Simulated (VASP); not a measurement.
# InAs (F-43m) in VASP: a series of runs, part 2 of 2

VASP 6.6.1. Earlier steps stand in the parts before.

## (3) Band structure, PBE

Contents of INCAR:

```
  PREC = Accurate
  ENCUT = 600
  EDIFF = 1E-6
  ISMEAR = -1
  SIGMA = 0.05
  LREAL = F
  LASPH = T
  NELM = 100
  ALGO = Normal
  ISIF = 2
  LWAVE = F
  LCHARG = F
  GGA = PE
  NBANDS = 16
```

Contents of KPOINTS:

```
regular mesh
0
Gamma
  8 8 8
```

Contents of POSCAR:

```
InAs
1.0
    0.0000000000      3.0180000000      3.0180000000
    3.0180000000      0.0000000000      3.0180000000
    3.0180000000      3.0180000000      0.0000000000
In As
1 1
Direct
    0.0000000000      0.0000000000      0.0000000000
    0.7500000000      0.7500000000      0.7500000000
```

Contents of KPOINTS_OPT:

```
path GXWKGLUWLK,UX
15
line-mode
reciprocal
 0.0000000000  0.0000000000  0.0000000000  G
 0.5000000000  0.0000000000  0.5000000000  X

 0.5000000000  0.0000000000  0.5000000000  X
 0.5000000000  0.2500000000  0.7500000000  W

 0.5000000000  0.2500000000  0.7500000000  W
 0.3750000000  0.3750000000  0.7500000000  K

 0.3750000000  0.3750000000  0.7500000000  K
 0.0000000000  0.0000000000  0.0000000000  G

 0.0000000000  0.0000000000  0.0000000000  G
 0.5000000000  0.5000000000  0.5000000000  L

 0.5000000000  0.5000000000  0.5000000000  L
 0.6250000000  0.2500000000  0.6250000000  U

 0.6250000000  0.2500000000  0.6250000000  U
 0.5000000000  0.2500000000  0.7500000000  W

 0.5000000000  0.2500000000  0.7500000000  W
 0.5000000000  0.5000000000  0.5000000000  L

 0.5000000000  0.5000000000  0.5000000000  L
 0.3750000000  0.3750000000  0.7500000000  K

 0.6250000000  0.2500000000  0.6250000000  U
 0.5000000000  0.0000000000  0.5000000000  X
```

Potentials or basis: VASP PAW PBE potentials, release 64 (In_d_GW, As_GW).

On the command line:

```bash
$ cat potpaw_PBE.64/In_d_GW/POTCAR potpaw_PBE.64/As_GW/POTCAR > POTCAR
$ mpirun -np 1 vasp_std > vasp.out
```

OUTCAR:

```text
PREC = Accurate
   ENCUT = 600
   EDIFF = 1E-6
   ISMEAR = -1
   LREAL = F
   LASPH = T
   NELM = 100
   ISIF = 2
   GGA = PE

 ion  position               nearest neighbor table
   1  0.000  0.000  0.000-   2 2.61   2 2.61   2 2.61   2 2.61
   2  0.750  0.750  0.750-   1 2.61   1 2.61   1 2.61   1 2.61

  LATTYP: Found a face centered cubic cell.
 ALAT       =     6.0360000000

  Lattice vectors:

 A1 = (   0.0000000000,   3.0180000000,   3.0180000000)
 A2 = (   3.0180000000,   0.0000000000,   3.0180000000)
 A3 = (   3.0180000000,   3.0180000000,   0.0000000000)

Analysis of symmetry for initial positions (statically):
=====================================================================
 Subroutine PRICEL returns:
 Original cell was already a primitive cell.

 Routine SETGRP: Setting up the symmetry group for a
 face centered cubic supercell.

 Subroutine GETGRP returns: Found 24 space group operations
 (whereof 24 operations were pure point group operations)
 out of a pool of 48 trial point group operations.

The static configuration has the point symmetry T_d .

Analysis of symmetry for dynamics (positions and initial velocities):
=====================================================================
 Subroutine PRICEL returns:
 Original cell was already a primitive cell.

 Routine SETGRP: Setting up the symmetry group for a
 face centered cubic supercell.

 Subroutine GETGRP returns: Found 24 space group operations
 (whereof 24 operations were pure point group operations)
 out of a pool of 48 trial point group operations.

The dynamic configuration has the point symmetry T_d .

 Subroutine INISYM returns: Found 24 space group operations
 (whereof 24 operations are pure point group operations),
 and found     1 'primitive' translations

[... 111 lines left out ...]
   IALGO  =     38    algorithm
   IMIX   =      4    mixing-type and parameters
     AMIX     =   0.40;   BMIX     =  1.00
     AMIX_MAG =   1.60;   BMIX_MAG =  1.00
  volume/ion in A,a.u.               =      27.49       185.50
  Fermi-wavevector in a.u.,A,eV,Ry     =   1.128331  2.132236 17.321990  1.273130
  Thomas-Fermi vector in A             =   2.265020
   LORBIT       =      0    0 simple, 1 ext, 2 COOP (PROOUT), +10 PAW based schemes
   GGA     = PE    functional components
   LHFCALC =     F    Hartree Fock is set to
   AEXX    =    0.0000 exact exchange contribution
   IVDW    =     0    specifies the selected vdW correction
   LEPSILON=     F    determine dielectric tensor
   LRPA    =     F    only Hartree local field effects (RPA)
 non-spin polarized calculation
  energy-cutoff  :      600.00
  volume of cell :       54.98
 maximum number of plane-waves:      1856
 NGX is ok and might be reduce to    36
   NGX = 17   NGY = 17   NGZ = 17

 number of electron      18.0000003 magnetization

 Free energy of the ion-electron system (eV)
  ---------------------------------------------------
  ext. energy  EPLUGINS =         0.00000000
  ---------------------------------------------------
  free energy    TOTEN  =        -7.67515652 eV

  energy without entropy =       -7.67460978  energy(sigma->0) =       -7.67488315

 E-fermi :   3.5905     XC(G=0):  -9.1270

 val. band max:        3.5423418285   @ k =   0.0000   0.0000   0.0000
 cond. band min:       4.5065098364   @ k =   0.5000   0.0000   0.0000
 fundamental gap:      0.9641680079
 Fermi energy:         3.5904653680

 k-point     1 :       0.0000    0.0000    0.0000
  band No.  band energies     occupation
      1     -10.8748      2.00000
      2     -10.8748      2.00000
      3     -10.8748      2.00000
      4     -10.7468      2.00000
      5     -10.7468      2.00000
      6      -8.3562      2.00000
[... 433 lines left out ...]
      3     -10.8201      2.00000
      4     -10.7520      2.00000
      5     -10.7392      2.00000
      6      -6.6015      2.00000
[... 8 lines left out ...]
     15      13.9686      0.00000
     16      14.6900      0.00000

 [... further k-points ...]

------------------------ aborting loop because EDIFF is reached ----------------------------------------

  FORCE on cell =-STRESS in cart. coord.  units (eV):
  Direction    XX          YY          ZZ          XY          YZ          ZX
  --------------------------------------------------------------------------------------
  -------------------------------------------------------------------------------------
  Total        1.4686668      1.4686668      1.4686668      0.0000000      0.0000000      0.0000000
  in kB       42.8002343     42.8002343     42.8002343      0.0000000      0.0000000      0.0000000
  external PRESSURE =      42.8002343 kB  Pullay stress =       0.0000000 kB

 VOLUME and BASIS-vectors are now :
 -----------------------------------------------------------------------------
  energy-cutoff  :      600.00
  volume of cell :       54.98
      direct lattice vectors                 reciprocal lattice vectors
     0.000000000  3.018000000  3.018000000    -0.165672631  0.165672631  0.165672631
     3.018000000  0.000000000  3.018000000     0.165672631 -0.165672631  0.165672631
     3.018000000  3.018000000  0.000000000     0.165672631  0.165672631 -0.165672631

 POSITION                                       TOTAL-FORCE (eV/Angst)
 -----------------------------------------------------------------------------------
      0.00000      0.00000      0.00000         0.000000      0.000000      0.000000
      4.52700      4.52700      4.52700        -0.000000     -0.000000     -0.000000
 -----------------------------------------------------------------------------------
    total drift:                                0.000000      0.000000      0.000000

  FREE ENERGIE OF THE ION-ELECTRON SYSTEM (eV)
  ---------------------------------------------------
  free  energy   TOTEN  =        -7.6751565215 eV

  energy  without entropy=       -7.6746097818  energy(sigma->0) =       -7.67488315
```

OSZICAR:

```text
N       E                     dE             d eps       ncg     rms          rms(c)
DAV:   1     0.112562653163E+03    0.11256E+03   -0.81113E+03  1264   0.458E+03
DAV:   2     0.172929886013E+01   -0.11083E+03   -0.10439E+03  1728   0.738E+02
DAV:   3    -0.747685935348E+01   -0.92062E+01   -0.91711E+01  1528   0.125E+02
DAV:   4    -0.794523606301E+01   -0.46838E+00   -0.46807E+00  1584   0.243E+01
DAV:   5    -0.795484921697E+01   -0.96132E-02   -0.96122E-02  1352   0.341E+00    0.576E+00
DAV:   6    -0.769576019112E+01    0.25909E+00   -0.38555E-01  1672   0.436E+01    0.320E+00
DAV:   7    -0.767288185370E+01    0.22878E-01   -0.14868E-01  1488   0.847E+00    0.137E+00
DAV:   8    -0.767486020688E+01   -0.19784E-02   -0.16202E-02  1384   0.660E+00    0.161E-01
DAV:   9    -0.767499401790E+01   -0.13381E-03   -0.17722E-03  1392   0.263E+00    0.486E-02
DAV:  10    -0.767511578308E+01   -0.12177E-03   -0.19432E-04  1472   0.241E-01    0.219E-02
[... 47 further cycles ...]
DAV:   9    -0.347317605461E+04   -0.70935E-06      960
       N       E                     dE             ncg
DAV:   1     0.152025172891E+05   -0.33080E+04      208
DAV:   2     0.146135266238E+05   -0.58899E+03      304
DAV:   3     0.145656389359E+05   -0.47888E+02      288
DAV:   4     0.145644207222E+05   -0.12182E+01      272
DAV:   5     0.145643585648E+05   -0.62157E-01      216
DAV:   6     0.145643557790E+05   -0.27858E-02      272
DAV:   7     0.145643557325E+05   -0.46521E-04      224
DAV:   8     0.145643557313E+05   -0.11369E-05      248
DAV:   9     0.145643557313E+05   -0.28704E-07      168
```

Wall time 79 s (1 thread of Intel Xeon 6975P-C (Granite Rapids), shared host); peak memory 0.23 GiB.

What came out:

- Free energy: -7.6752 eV
- Pressure: 4.3 GPa
- Band gap along the path: none (metal or under the smearing width)

Levels at the corners of the path, in eV from the Fermi level:
```
point  band 7  band 8  band 9  band 10  band 11  band 12
    Γ   -0.22   -0.05   -0.05    -0.05     3.86     3.86
    X   -5.91   -2.39   -2.39     1.49     2.01     9.17
    X   -5.91   -2.39   -2.39     1.49     2.01     9.17
    W   -5.77   -3.02   -2.94     4.18     4.25     4.96
    W   -5.77   -3.02   -2.94     4.18     4.25     4.96
    K   -5.77   -3.34   -2.01     2.06     4.24     7.28
    K   -5.77   -3.34   -2.01     2.06     4.24     7.28
    Γ   -0.22   -0.05   -0.05    -0.05     3.86     3.86
    Γ   -0.22   -0.05   -0.05    -0.05     3.86     3.86
    L   -5.84   -1.04   -1.04     0.92     4.63     4.63
    L   -5.84   -1.04   -1.04     0.92     4.63     4.63
    U   -5.77   -3.34   -2.01     2.06     4.24     7.28
    U   -5.77   -3.34   -2.01     2.06     4.24     7.28
    W   -5.77   -3.02   -2.94     4.18     4.25     4.96
    W   -5.77   -3.02   -2.94     4.18     4.25     4.96
    L   -5.84   -1.04   -1.04     0.92     4.63     4.63
    L   -5.84   -1.04   -1.04     0.92     4.63     4.63
    K   -5.77   -3.34   -2.01     2.06     4.24     7.28
    U   -5.77   -3.34   -2.01     2.06     4.24     7.28
    X   -5.91   -2.39   -2.39     1.49     2.01     9.17
```

Caveat: spin-orbit coupling is left out, which moves the levels of the heavy elements; this crystal is a semiconductor, whose small gap the functional closes, so the metal is an error of the method.

## (4) Band structure, PBE

Contents of INCAR:

```
PREC = Accurate
ENCUT = 550
EDIFF = 1E-6
ISMEAR = -1
SIGMA = 0.05
LREAL = False
LASPH = True
NELM = 60
ALGO = Normal
ISIF = 2
LWAVE = False
LCHARG = False
GGA = PE
```

KPOINTS is that of step 3.

POSCAR is that of step 3.

KPOINTS_OPT: that of step 3 with these lines changed.

```diff
@@ -1,3 +1,3 @@
 path GXWKGLUWLK,UX
-15
+20
 line-mode
```

On the command line:

```bash
$ cat potpaw_PBE.64/In_d_GW/POTCAR potpaw_PBE.64/As_GW/POTCAR > POTCAR
$ mpirun -np 1 vasp_std > vasp.out
```

Run time: 75 s. Hardware: 1 thread of Intel Xeon 6975P-C (Granite Rapids), shared host; peak memory 0.22 GiB.

It converged, with:

| Property | Result |
| --- | --- |
| Free energy | -7.6753 eV |
| Pressure | 4.3 GPa |
| Band gap along the path | none (metal or under the smearing width) |

Levels at the corners of the path, in eV from the Fermi level:
| point | band 6 | band 7 | band 8 | band 9 | band 10 | band 11 | band 12 | band 13 |
| --- | --- | --- | --- | --- | --- | --- | --- | --- |
| Γ | -11.95 | -0.22 | -0.05 | -0.05 | -0.05 | 3.86 | 3.86 | 3.86 |
| X | -9.91 | -5.91 | -2.39 | -2.39 | 1.49 | 2.01 | 9.20 | 9.26 |
| X | -9.91 | -5.91 | -2.39 | -2.39 | 1.49 | 2.01 | 9.22 | 9.26 |
| W | -9.86 | -5.77 | -3.02 | -2.94 | 4.19 | 4.25 | 4.96 | 6.03 |
| W | -9.86 | -5.77 | -3.02 | -2.94 | 4.19 | 4.25 | 4.96 | 6.03 |
| K | -9.93 | -5.77 | -3.34 | -2.01 | 2.06 | 4.24 | 7.31 | 7.44 |
| K | -9.93 | -5.77 | -3.34 | -2.01 | 2.06 | 4.24 | 7.29 | 7.38 |
| Γ | -11.95 | -0.22 | -0.05 | -0.05 | -0.05 | 3.86 | 3.86 | 3.86 |
| Γ | -11.95 | -0.22 | -0.05 | -0.05 | -0.05 | 3.86 | 3.86 | 3.86 |
| L | -10.46 | -5.84 | -1.04 | -1.04 | 0.92 | 4.63 | 4.63 | 6.82 |
| L | -10.46 | -5.84 | -1.04 | -1.04 | 0.92 | 4.63 | 4.63 | 6.82 |
| U | -9.93 | -5.77 | -3.34 | -2.01 | 2.06 | 4.24 | 7.28 | 7.40 |
| U | -9.93 | -5.77 | -3.34 | -2.01 | 2.06 | 4.24 | 7.30 | 7.39 |
| W | -9.86 | -5.77 | -3.02 | -2.94 | 4.19 | 4.25 | 4.96 | 6.03 |
| W | -9.86 | -5.77 | -3.02 | -2.94 | 4.19 | 4.25 | 4.96 | 6.03 |
| L | -10.46 | -5.84 | -1.04 | -1.04 | 0.92 | 4.63 | 4.63 | 6.82 |
| L | -10.46 | -5.84 | -1.04 | -1.04 | 0.92 | 4.63 | 4.63 | 6.82 |
| K | -9.93 | -5.77 | -3.34 | -2.01 | 2.06 | 4.24 | 7.30 | 7.42 |
| U | -9.93 | -5.77 | -3.34 | -2.01 | 2.06 | 4.24 | 7.28 | 7.39 |
| X | -9.91 | -5.91 | -2.39 | -2.39 | 1.49 | 2.01 | 9.23 | 9.26 |

Caveat: spin-orbit coupling is left out, which moves the levels of the heavy elements; this crystal is a semiconductor, whose small gap the functional closes, so the metal is an error of the method.

## (5) The reference run

An earlier run on the cell as given: functional PBE; potentials or basis VASP PAW PBE potentials, release 64 (In_d, As); cutoff 520 eV; k mesh 8 × 8 × 8; occupations fermi-dirac, width 0.05 eV; no spin polarisation.

* Pressure: 4.4 GPa
* Band gap on the k mesh: none (metal or under the smearing width)

## (6) Overview

| task | potentials or basis | cutoff (eV) | pressure (GPa) |
| --- | --- | --- | --- |
| band structure | VASP PAW PBE potentials, release 64 (In_d, As) | 520 | 4.4 |
| band structure | VASP PAW PBE potentials, release 64 (In_d_GW, As_GW) | 600 | 4.3 |
| band structure | VASP PAW PBE potentials, release 64 (In_d_GW, As_GW) | 550 | 4.3 |
| single point | VASP PAW PBE potentials, release 64 (In_d, As) | 520 | 4.4 |

Alike in all rows: level PBE; no spin polarisation; cell as given; k mesh 8 × 8 × 8; smearing fermi-dirac 0.05 eV.

Caveats: this crystal is a semiconductor, whose small gap the functional closes, so the metal is an error of the method; spin-orbit coupling is left out, which moves the levels of the heavy elements (some runs).

Total energies depend on the potentials used, so only differences within one code and one set of settings carry meaning.

## (7) How close it comes

Step 2. Against the measured gap of InAs, 0.418 eV (direct; 4.2 K; a printed reference work, data compilation), the calculated 0.00 eV is off by -0.42 eV. Spin-orbit coupling on As, In is left out. The value is that of PBE, without temperature or zero-point motion. Semilocal functionals fall short of measured gaps as a rule.

Step 3. Against the measured gap of InAs, 0.418 eV (direct; 4.2 K; a printed reference work, data compilation), the calculated 0.00 eV is off by -0.42 eV. Spin-orbit coupling on As, In is left out. The value is that of PBE, without temperature or zero-point motion. Semilocal functionals fall short of measured gaps as a rule.

Step 4. Against the measured gap of InAs, 0.418 eV (direct; 4.2 K; a printed reference work, data compilation), the calculated 0.00 eV is off by -0.42 eV. Spin-orbit coupling on As, In is left out. The value is that of PBE, without temperature or zero-point motion. Semilocal functionals fall short of measured gaps as a rule.
